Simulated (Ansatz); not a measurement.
Start from GeTe (space group R3m, No. 160).

```
CELL_PARAMETERS angstrom
      2.08109     1.20152     3.48795
     -2.08109     1.20152     3.48795
      0.00000    -2.40303     3.48795
ATOMIC_POSITIONS crystal
  Ge 0.23834 0.23834 0.23834
  Te 0.76166 0.76166 0.76166
```

Cartesian axes are those of the cell as printed.

Structures relaxed with PBEsol (Ansatz, a first-principles code), no spin-orbit coupling, earlier PAW set.

Base:

Simulated powder pattern, Mo Kα, λ = 0.71073 Å (kinematic, ideal powder, no thermal factors, no anomalous dispersion; the 14 strongest lines at most, above 2 %, up to 2θ = 40°):

| 2θ (°) | I/Imax (%) | hkl |
|---|---|---|
| 11.70 | 5.2 | (003) |
| 11.97 | 9.0 | (101) |
| 13.75 | 100 | (012) |
| 19.33 | 38 | (104) |
| 19.66 | 40 | (110) |
| 22.94 | 5.3 | (113) |
| 23.51 | 6.6 | (006) |
| 24.07 | 22 | (202) |
| 27.71 | 14 | (024) |
| 30.84 | 18 | (116) |
| 31.27 | 20 | (122) |
| 33.60 | 5.7 | (018) |
| 34.21 | 14 | (214) |
| 34.41 | 7.4 | (300) |

One thing is altered: strain tensor (xx, yy, zz, yz, xz, xy) = (+0.02, +0.95, −1.69, +0.83, −1.43, −1.68) %, atoms relaxed at fixed cell.

After the change:

Simulated powder pattern, Mo Kα, λ = 0.71073 Å (kinematic, ideal powder, no thermal factors, no anomalous dispersion; the 14 strongest lines at most, above 2 %, up to 2θ = 40°):

| 2θ (°) | d (Å) | I/Imax (%) | hkl |
|---|---|---|---|
| 13.64 | 2.992 | 100 | (1 0 -2) |
| 13.84 | 2.950 | 99 | (012) |
| 13.89 | 2.938 | 98 | (1 -1 2) |
| 19.14 | 2.138 | 39 | (-1 1 4) |
| 19.25 | 2.126 | 39 | (2 -1 0) |
| 19.64 | 2.084 | 40 | (104) |
| 19.67 | 2.080 | 38 | (1 -2 0) |
| 19.79 | 2.068 | 39 | (0 1 -4) |
| 19.82 | 2.065 | 39 | (110) |
| 23.52 | 1.744 | 20 | (-2 2 2) |
| 23.93 | 1.714 | 22 | (006) |
| 24.05 | 1.706 | 22 | (202) |
| 24.52 | 1.674 | 21 | (0 2 -2) |
| 31.33 | 1.316 | 19 | (2 -1 6) |

The indices refer to the base's conventional cell; one index is shown for lines that coincide. The space group is now P1 (No. 1).

Whether these cells are dynamically stable was not tested.
